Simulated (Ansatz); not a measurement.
**KBr (Pm-3m) at 2 levels of theory**

One geometry, relaxed with PBE; plane waves with PAW potentials in Ansatz, scalar-relativistic. No spin polarisation. Gaps are the least over mesh and band path; pressure is positive in compression.

```cif
data_structure
_symmetry_space_group_name_H-M 'P 1'
_symmetry_Int_Tables_number 1
_cell_length_a 4.0383
_cell_length_b 4.0383
_cell_length_c 4.0397
_cell_angle_alpha 90.000
_cell_angle_beta 90.000
_cell_angle_gamma 90.000
_cell_volume 65.88
loop_
_atom_site_label
_atom_site_type_symbol
_atom_site_fract_x
_atom_site_fract_y
_atom_site_fract_z
_atom_site_occupancy
K1 K 0.50000 0.50000 0.50000 1
Br1 Br 0.00000 0.00000 0.00000 1
```

```csv
level,cutoff (eV),k mesh,gap (eV),pressure (GPa)
PBE,420,6×6×6,3.87,0.0
```

Question: What comes out on the same cell with r2SCAN?

Answer:
```json
{"level": "r2SCAN", "cutoff (eV)": "500", "k mesh": "6×6×6", "gap (eV)": "4.60", "pressure (GPa)": "-0.8"}
```

The structure comes from a generated guess; another structure or a mixture of phases may lie lower.
